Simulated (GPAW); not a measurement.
CsPbCl3 in GPAW: the effect of target pressure

The system is CsPbCl3.

```
Pb Cs Cl
1.0
     5.60500    0.00000    0.00000
     0.00000    5.60500    0.00000
     0.00000    0.00000    5.60500
Pb Cs Cl
1 1 3
Direct
  0.50000 0.50000 0.50000
  0.00000 0.00000 0.00000
  0.50000 0.00000 0.50000
  0.00000 0.50000 0.50000
  0.50000 0.50000 0.00000
```

Alike in all runs:

- Program: GPAW 26.7.0
- Task: relaxation of cell and atoms
- Functional: PBEsol
- Potentials or basis: PAW data sets generated in the run's folder for this functional
- Cutoff: 600 eV
- Basis: pw
- k mesh: 5 × 5 × 5
- Occupations: fermi-dirac, width 0.05 eV
- Spin: no spin polarisation

Each run relaxes the cell or the atoms first.

```tsv
target pressure	target pressure	relaxed volume (Å³/atom)	gap on the mesh (eV)
0 GPa	-	35.22	2.81
2 GPa	2 GPa	32.95	2.64
5 GPa	5 GPa	30.51	2.42
10 GPa	10 GPa	27.98	2.15
20 GPa	20 GPa	24.77	1.77
30 GPa	30 GPa	?	?
```

Problem. What does the run with target pressure 30 GPa give?

Solution. Relaxed volume 22.74 Å³/atom; gap on the mesh 1.54 eV.

Worked out: In Murnaghan's law V^(-B') rises as a straight line in P. The other rows fit best with B' = 3.9, V0 = 35.20 Å³/atom and B0 = 27 GPa, which gives 22.85 Å³/atom at 30 GPa, against the run's 22.74. A parabola through the other rows of the gap on the mesh, of slope 0.00784 eV per GPa there, extrapolates to 1.70 eV, against the run's 1.54.

Caveats: later steps reuse the first step's grids; spin-orbit coupling is left out, which as a rule narrows the gap of such compounds by several tenths of an eV; an odd mesh through Γ misses points on the zone boundary, where band edges often lie; the volume moved by over 15 % at a fixed basis, so the end points are rough (some runs); the relaxation stopped at its first step, so nothing moved (some runs).
